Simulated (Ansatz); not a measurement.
# LiH (Fm-3m) in Ansatz: reference runs

Aim: a first look at LiH with PBE, on the cell as given and on a disturbed one.

Everything below comes from runs of Ansatz 0.2.0. Logs are shortened: lines on timing, memory, paths and dates and some standing lists are left out, and cuts for length are marked.

### Step 1. The structure

It takes space group Fm-3m (No. 225, cubic). Conventional cell: a = 4.074 Å, b = 4.074 Å, c = 4.074 Å, α = 90.00°, β = 90.00°, γ = 90.00°. Around Li (site symmetry m-3m) lie 6 H at 2.04 Å. H (site symmetry m-3m) has 6 Li at 2.04 Å as nearest neighbours.

### Step 2. Single point, PBE

input.yaml

```yaml
crystal:
  lattice:
    - [0.0, 2.03675, 2.03675]
    - [2.03675, 0.0, 2.03675]
    - [2.03675, 2.03675, 0.0]
  atoms:
    - { symbol: Li, position: [0.0, 0.0, 0.0] }
    - { symbol: H, position: [0.5, 0.5, 0.5] }
hamiltonian:
  xc: pbe
  pseudopotentials: { kind: paw }
kpoints:
  mp_grid: { grid: [11, 11, 11] }
scf:
  occupations: { method: fermi_dirac, width: 0.05 }
output:
  forces: true
  stress: true
  eigenvalues: true
```

Potentials or basis: Ansatz PAW.

On the command line:

```sh
$ ansatz run input.yaml --threads 1 --pin off --max-ram 2560MiB --backend cpu --events-out ev --progress --plain --runs-dir out
```

Standard output:

```text
Warning: RAYON_NUM_THREADS=1 ignored (pool sized by the plan → 1); use --threads N
Engine: ansatz 0.2.0, aarch64-unknown-linux-gnu
Pseudopotentials: kind: paw
Pseudopotential: Li, paw, valence charge 3, recommended cutoff 420 eV (normal), Li.paw.azcp
Pseudopotential: H, paw, valence charge 1, recommended cutoff 420 eV (normal), H.paw.azcp
Functional definition: PBE
  parameter kappa = 0.804
  parameter beta = 0.06672455060314922
  exchange = pbe_x(kappa = kappa, mu = beta*pi^2/3)
  correlation = pbe_c(beta = beta)
Crystal: 2 atoms, lattice volume = 16.898 Å³
Basis set: ecut = 420 eV, 331 PW (Γ), exchange–correlation on 40×40×40 points (8 copies of the dense FFT grid, shifted against one another)
Bands: 6, of which v1, the nominal top of the filled ones, is band 2 counted from 1 (1 counted from 0)
Symmetry: 48 space group operations
Space group: Fm-3m (ITA 225), of the structure as read, at distance tolerance 2.6e-5 Å
k-points: 56 of 1331
Non-local potential: Li, projectors of the file, l = 0: 3, l = 1: 2, l = 2: 1
Non-local potential: H, projectors of the file, l = 0: 2, l = 1: 1
PAW form: soft (Blöchl's): semilocal exchange-correlation on the pseudo side does not see the compensation charge
PAW one-centre angular grid: Li, 110 points (default); XC on 64 Gauss nodes
PAW one-centre angular grid: H, 110 points (default); XC on 64 Gauss nodes
Initial density: superposition of atomic densities (neutral atoms: chi_scale 0, normalization atom), corrected by the library's trained network
Initial wavefunctions: pseudopotential atomic-orbital guess
Functional: x = pbe(κ = 0.804, μ = 0.2195149727645171), c = pbe(β = 0.06672455060314922)
SCF iter   1: F=—  HF=-221.387364 eV  |F-HF|=—  |Δ(HF+E_count)|=         —  Δρ=9.20e-4  dr2=7.09e-5  ethr=1.77e-3  ⟨swp⟩=4.8  Hψ=2680  notcnv=0
preconditioner: auto → none  [insulator: Δε(μ)=3.192 eV  Ē_g=13.715 eV  σ=0.050 eV  W_gap=1.00  n_scr=0 (ndim 8)  ℏωp=12.8 eV  f_vac=0.000  D(μ)=0.00/eV (n_scr^D=0)  ε∞_Penn≈1.9]
SCF iter   2: F=—  HF=-221.387391 eV  |F-HF|=—  |Δ(HF+E_count)|=   2.71e-5  Δρ=3.90e-4  dr2=1.11e-5  ethr=1.77e-6  ⟨swp⟩=1.8  Hψ=826  notcnv=0
SCF iter   3: F=—  HF=-221.387408 eV  |F-HF|=—  |Δ(HF+E_count)|=   1.67e-5  Δρ=5.74e-5  dr2=3.75e-7  ethr=2.79e-7  ⟨swp⟩=2.0  Hψ=392  notcnv=0
iter 4 did not close the SCF: its close was put off for the readings that it lacked (scf_convergence_deferred on its scf_iter line)
SCF iter   4: F=-221.387409 eV  HF=-221.387409 eV  |F-HF|=1.67e-9  |Δ(HF+E_count)|=   8.01e-7  Δρ=7.05e-6  dr2=5.34e-9  ethr=9.36e-9  ⟨swp⟩=2.0  Hψ=392  notcnv=0
iter 5 did not close the SCF: its close was put off for the readings that it lacked (scf_convergence_deferred on its scf_iter line)
SCF iter   5: F=-221.387409 eV  HF=-221.387409 eV  |F-HF|=2.67e-11  |Δ(HF+E_count)|=  2.47e-10  Δρ=5.99e-7  dr2=4.80e-11  ethr=1.33e-10  ⟨swp⟩=2.0  Hψ=413  notcnv=0
SCF iter   6: F=-221.387409 eV  HF=-221.387409 eV  |F-HF|=1.71e-13  |Δ(HF+E_count)|=  3.56e-11  Δρ=8.45e-8  dr2=1.11e-12  ethr=1.20e-12  ⟨swp⟩=1.0  Hψ=898  notcnv=0
SCF 1 converged in 6 iterations: F = -221.387409 eV  dr2 = 1.11e-12
SCF converged after 6 iterations
Free energy (F): -221.387409 eV
Harris-Foulkes:  -221.387409 eV  (|F-HF|=1.71e-13)
Internal energy: -221.387409 eV  (E = F + TS)
E sigma→0 (E₀):  -221.387409 eV
Fermi energy:    2.051373 eV
--- Per-component energies (eV) ---
  E_band       = -91.087078
  E_kinetic    = 35.604186
  E_local      = -126.380075  (includes V_loc(G=0)·N_el)
  E_nonlocal   = -31.778962
  E_hartree    = 35.368337
  E_xc         = -20.073221
  E_vxc        = -25.907067  (∫ρ·V_xc dr)
  E_paw        = -21.533727  (= ΣΔE_a)
  E_vpaw       = -13.360803  (= ΣTr[D̂ρ^β])
  E_aug_tail   = -0.001031  (compensation charges beyond the density's cutoff)
  E_ewald      = -92.592916
  E_smearing   = -0.000000  (= −TS)
  E_closure    = 0.000000  (closes the sum)
  Σ components = -221.387409   (vs F -221.387409, Δ=0.00e0)
--- Forces (eV/Å), atoms counted from 1 ---
  atom   1  Li    -0.00000000     0.00000000     0.00000000
  atom   2  H      0.00000000    -0.00000000    -0.00000000
  max |Σ_I F_I| component: 9.96e-31 eV/Å
--- Stress (GPa, compression-positive) ---
       -1.653100      -0.000000       0.000000
       -0.000000      -1.653100       0.000000
       -0.000000      -0.000000      -1.653100
  P = ⅓ Tr σ = -1.6531 GPa (-16.531 kbar)
--- Band table (eV; the first three rows and the last of 56) ---
  k-point 0: bands = ["-43.8333", "-4.7739", "15.9628", "17.8813", "17.8813", "17.8813"]
  k-point 1: bands = ["-43.8303", "-4.6299", "14.8447", "17.0015", "17.5665", "17.5665"]
  k-point 2: bands = ["-43.8221", "-4.2060", "12.1152", "15.8341", "17.0112", "17.0112"]
  k-point 55: bands = ["-43.7833", "0.1477", "5.4085", "6.2935", "11.9751", "17.4163"]
```

Wall time 0.62 s (1 thread of Arm Neoverse V1, shared host); peak memory 0.24 GiB.

Results:

| Quantity | Value |
| --- | --- |
| Free energy | -221.3874 eV |
| Pressure | -1.7 GPa |
| Band gap on the k mesh | 3.21 eV, direct |

Caveat: odd divisions of the mesh miss points on the zone boundary, where band edges often lie, so the gap on the mesh can be too wide.

### Step 3. Single point, PBE (atoms moved at random, drawn with an rms of 0.05 Å)

Changes to input.yaml since step 2:

```diff
@@ -6,4 +6,4 @@
   atoms:
-    - { symbol: Li, position: [0.0, 0.0, 0.0] }
-    - { symbol: H, position: [0.5, 0.5, 0.5] }
+    - { symbol: Li, position: [0.012229, -0.003892, 0.000388] }
+    - { symbol: H, position: [0.496686, 0.498115, 0.504653] }
 hamiltonian:
```

Potentials or basis: Ansatz PAW.

On the command line:

```sh
$ ansatz run input.yaml --threads 1 --pin off --max-ram 2560MiB --backend cpu --events-out ev --progress --plain --runs-dir out
```

Standard output:

```text
Warning: RAYON_NUM_THREADS=1 ignored (pool sized by the plan → 1); use --threads N
[... 9 set-up lines as earlier in the session ...]
Crystal: 2 atoms, lattice volume = 16.898 Å³
Basis set: ecut = 420 eV, 331 PW (Γ), exchange–correlation on 40×40×40 points (8 copies of the dense FFT grid, shifted against one another)
Bands: 6, of which v1, the nominal top of the filled ones, is band 2 counted from 1 (1 counted from 0)
Symmetry: 1 space group operations
Space group: P1 (ITA 1), of the structure as read, at distance tolerance 2.6e-5 Å
k-points: 666 of 1331 (time reversal used)
[... 8 set-up lines as earlier in the session ...]
SCF iter   1: F=—  HF=-221.386691 eV  |F-HF|=—  |Δ(HF+E_count)|=         —  Δρ=9.26e-4  dr2=7.36e-5  ethr=1.77e-3  ⟨swp⟩=4.9  Hψ=31956  notcnv=0
preconditioner: auto → none  [insulator: Δε(μ)=3.195 eV  Ē_g=13.716 eV  σ=0.050 eV  W_gap=1.00  n_scr=0 (ndim 8)  ℏωp=12.8 eV  f_vac=0.000  D(μ)=0.00/eV (n_scr^D=0)  ε∞_Penn≈1.9]
SCF iter   2: F=—  HF=-221.386719 eV  |F-HF|=—  |Δ(HF+E_count)|=   2.77e-5  Δρ=3.97e-4  dr2=1.22e-5  ethr=1.84e-6  ⟨swp⟩=1.8  Hψ=9868  notcnv=0
SCF iter   3: F=—  HF=-221.386735 eV  |F-HF|=—  |Δ(HF+E_count)|=   1.62e-5  Δρ=5.56e-5  dr2=3.85e-7  ethr=3.04e-7  ⟨swp⟩=2.0  Hψ=4662  notcnv=0
iter 4 did not close the SCF: its close was put off for the readings that it lacked (scf_convergence_deferred on its scf_iter line)
SCF iter   4: F=-221.386736 eV  HF=-221.386736 eV  |F-HF|=8.33e-9  |Δ(HF+E_count)|=   6.70e-7  Δρ=1.13e-5  dr2=1.57e-8  ethr=9.63e-9  ⟨swp⟩=2.0  Hψ=4662  notcnv=0
iter 5 did not close the SCF: its close was put off for the readings that it lacked (scf_convergence_deferred on its scf_iter line)
SCF iter   5: F=-221.386736 eV  HF=-221.386736 eV  |F-HF|=4.81e-11  |Δ(HF+E_count)|=   5.03e-9  Δρ=1.04e-6  dr2=8.66e-11  ethr=3.93e-10  ⟨swp⟩=1.5  Hψ=4305  notcnv=0
SCF iter   6: F=-221.386736 eV  HF=-221.386736 eV  |F-HF|=5.12e-13  |Δ(HF+E_count)|=  8.59e-11  Δρ=7.95e-8  dr2=8.82e-13  ethr=2.17e-12  ⟨swp⟩=1.0  Hψ=10776  notcnv=0
SCF 1 converged in 6 iterations: F = -221.386736 eV  dr2 = 8.82e-13
SCF converged after 6 iterations
Free energy (F): -221.386736 eV
Harris-Foulkes:  -221.386736 eV  (|F-HF|=5.12e-13)
Internal energy: -221.386736 eV  (E = F + TS)
E sigma→0 (E₀):  -221.386736 eV
Fermi energy:    2.051905 eV
--- Per-component energies (eV) ---
  E_band       = -91.086570
  E_kinetic    = 35.608048
  E_local      = -126.398343  (includes V_loc(G=0)·N_el)
  E_nonlocal   = -31.778236
  E_hartree    = 35.376136
  E_xc         = -20.074202
  E_vxc        = -25.908344  (∫ρ·V_xc dr)
  E_paw        = -21.533950  (= ΣΔE_a)
  E_vpaw       = -13.360930  (= ΣTr[D̂ρ^β])
  E_aug_tail   = -0.001037  (compensation charges beyond the density's cutoff)
  E_ewald      = -92.585152
  E_smearing   = -0.000000  (= −TS)
  E_closure    = -0.000000  (closes the sum)
  Σ components = -221.386736   (vs F -221.386736, Δ=0.00e0)
--- Forces (eV/Å), atoms counted from 1 ---
  atom   1  Li     0.01178790    -0.02129553    -0.02563509
  atom   2  H     -0.01178796     0.02129564     0.02563523
  max |Σ_I F_I| component: 1.36e-7 eV/Å
--- Stress (GPa, compression-positive) ---
       -1.657650       0.001783       0.002147
        0.001783      -1.629818      -0.003879
        0.002147      -0.003879      -1.612058
  P = ⅓ Tr σ = -1.6332 GPa (-16.332 kbar)
--- Band table (eV; the first three rows and the last of 666) ---
  k-point 0: bands = ["-43.8327", "-4.7736", "15.9311", "17.8798", "17.8824", "17.9215"]
  k-point 1: bands = ["-43.8297", "-4.6295", "14.8305", "16.9749", "17.5662", "17.6141"]
  k-point 2: bands = ["-43.8215", "-4.2058", "12.1113", "15.8173", "17.0102", "17.0369"]
  k-point 665: bands = ["-43.7931", "-1.8534", "5.3349", "12.4738", "15.6404", "15.8871"]
```

It took 6.2 s on 1 thread of Arm Neoverse V1, shared host; peak memory 0.39 GiB.

Results:

| Property | Result |
| --- | --- |
| Free energy | -221.3867 eV |
| Pressure | -1.6 GPa |
| Largest force | 0.035 eV/Å |
| Band gap on the k mesh | 3.21 eV, direct |

Forces in eV/Å, atoms in the order of the input:
```
Li   0.012 -0.021 -0.026
H   -0.012  0.021  0.026
```

Levels at points of the mesh, in eV from the valence-band top:
```tsv
k point	band 1	band 2	band 3	band 4	band 5
(0.00, 0.00, 0.00)	-44.28	-5.22	15.49	17.44	17.44
```

Caveat: odd divisions of the mesh miss points on the zone boundary, where band edges often lie, so the gap on the mesh can be too wide. A k mesh can miss the band edges.
